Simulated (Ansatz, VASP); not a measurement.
**One calculation of MgO, two programs**

```
Mg O
1.0
     3.25534    0.00000    0.00000
    -1.62767    2.81920    0.00000
     0.00000    0.00000    4.98402
Mg O
2 2
Direct
  0.33333 0.66667 0.98981
  0.66667 0.33333 0.48981
  0.33333 0.66667 0.38519
  0.66667 0.33333 0.88519
```

Change from the starting cell: hydrostatic strain -1.0%.

Alike in both runs: task single point; functional PBE; k mesh 12 × 12 × 6; occupations fermi-dirac, width 0.02 eV; no spin polarisation.

|  | VASP | Ansatz |
| --- | --- | --- |
| version | VASP 6.6.1 | Ansatz 0.2.0 |
| potentials or method | VASP PAW PBE potentials, release 64 (Mg, O) | plane waves, PAW |
| plane-wave cutoff (eV) | 520 | 420 |
| valence electrons in the cell | 16 | 32 |

```tsv
	VASP	Ansatz	Ansatz less VASP
gap on the k mesh at the Fermi level (eV)	3.70	3.72	+0.017
pressure (GPa)	7.7	8.1	+0.38
largest component of the traceless stress (GPa)	0.69	0.71	+0.019
rms of the force components (eV/Å)	0.008	0.008	0.0000
```

Atom by atom the forces differ by 0.000 eV/Å (rms over components). The two sets of potentials don't hold the same shells in valence.

A k mesh can miss the band edges.
